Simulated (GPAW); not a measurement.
The system is ZrS.

```
CELL_PARAMETERS angstrom
0.00000 2.62500 2.62500
2.62500 0.00000 2.62500
2.62500 2.62500 0.00000
ATOMIC_POSITIONS crystal
Zr 0.00000 0.00000 0.00000
S 0.50000 0.50000 0.50000
```

| Item | Value |
| --- | --- |
| Program | GPAW 26.7.0 |
| Task | relaxation of cell and atoms |
| Functional | PBEsol |
| Dispersion | D4 |
| Potentials or basis | PAW data sets generated in the run's folder for this functional |
| Cutoff | 600 eV |
| Basis | pw |
| k mesh | 9 × 9 × 9 |
| Occupations | fermi-dirac, width 0.05 eV |
| Spin | no spin polarisation |

At the start: pressure -8.7 GPa; volume 18.09 Å³/atom.

Problem. How do energy, volume and symmetry change on relaxing?

Solution. Over 4 steps the energy falls by 32.2 meV/atom and the volume is 16.95 Å³/atom (-6.3 %); space group Fm-3m (No. 225, to 0.05 Å).

Step by step:
```csv
step,energy change (eV),largest force (eV/Å),pressure (GPa),volume (Å³)
1,0.0000,0.0000,-8.68,36.18
2,-0.0346,0.0000,-6.17,35.42
3,-0.0640,0.0000,0.60,33.76
4,-0.0643,0.0000,-0.03,33.90
```

Final structure:
```yaml
crystal:
  lattice:
    - [0.00000, 2.56874, 2.56874]
    - [2.56874, 0.00000, 2.56874]
    - [2.56874, 2.56874, 0.00000]
  atoms:
    - { symbol: Zr, position: [0.00000, 0.00000, 0.00000] }
    - { symbol: S, position: [0.50000, 0.50000, 0.50000] }
```

Caveat: later steps reuse the first step's grids; pairwise dispersion overbinds metals, which lowers pressure and volume.
